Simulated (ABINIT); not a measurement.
Runs of ABINIT 10.8.3 (patched build) on GaN. It takes space group F-43m (No. 216, cubic). Conventional cell: a = 4.507 Å, b = 4.507 Å, c = 4.507 Å, α = 90.00°, β = 90.00°, γ = 90.00°. Ga (site symmetry -43m) has 4 N at 1.95 Å as nearest neighbours. N (site symmetry -43m) is surrounded by 4 Ga at 1.95 Å. The cell is a database's computed one.

```tsv
task	level	potentials or basis	k mesh	cutoff (eV)	fine-grid cutoff	mesh quality	gap on the mesh (eV)	pressure (GPa)	V0 of scaled cells (Å³/atom)	B0 (GPa)
band structure	LDA-VWN	PseudoDojo NC SR LDA v0.4.1 standard	10 × 10 × 10	1143	-	not flagged	1.77	-6.9	-	-
equation of state	LDA-Teter	JTH PAW LDA v2.0	10 × 10 × 10	680	1278.94 eV	not flagged	-	-	11.07	202
single point	LDA	JTH PAW LDA v2.0	4 × 4 × 4	680	1278.94 eV	coarse	1.70	-	-	-
band structure	HLE16	JTH PAW PBE v2.0	10 × 10 × 10	680	1278.94 eV	not flagged	2.45	-	-	-
equation of state	revPBE+D3	JTH PAW PBE v2.0	10 × 10 × 10	680	1278.94 eV	not flagged	-	-	(a)	(c)
equation of state	PBEsol	JTH PAW PBE v2.0	10 × 10 × 10	544	1088.46 eV	not flagged	-	-	11.42	(d)
band structure	rPW86PBE	PseudoDojo NC SR PBE v0.4.1 standard	10 × 10 × 10	1143	-	not flagged	1.76	10.8	-	-
band structure	revPBE	JTH PAW PBE v2.0	10 × 10 × 10	680	1278.94 eV	not flagged	1.73	-	-	-
band structure	LDA	PseudoDojo NC SR LDA v0.4.1 standard	10 × 10 × 10	1143	-	not flagged	1.77	(b)	-	-
band structure	HCTH407	PseudoDojo NC SR PBE v0.4.1 standard	10 × 10 × 10	1143	-	not flagged	2.16	6.1	-	-
band structure	HCTH407	JTH PAW PBE v2.0	10 × 10 × 10	680	1278.94 eV	not flagged	2.02	-	-	-
single point	LDA	JTH PAW LDA v2.0	8 × 8 × 8	680	1278.94 eV	not flagged	1.73	-	-	-
```

Alike in all rows: no spin polarisation; cell as given; smearing fermi-dirac 0.05 eV.

Question: Estimate the missing entries.

Answer: (a) 11.57; (b) -6.8; (c) 179; (d) 185.

Caveats: some runs use coarse meshes; the PAW data sets were made with another functional, which shifts forces and pressure a little (some runs); pressures at fixed basis lie under the slope of the energies (some runs); the potentials were made for another functional, which shifts forces and pressure (some runs); the potentials were made for a functional far from this one (some runs).

A k mesh can miss the band edges, and the runs leave out spin-orbit coupling on Ga.

Runs at the PBE level aren't shown here.
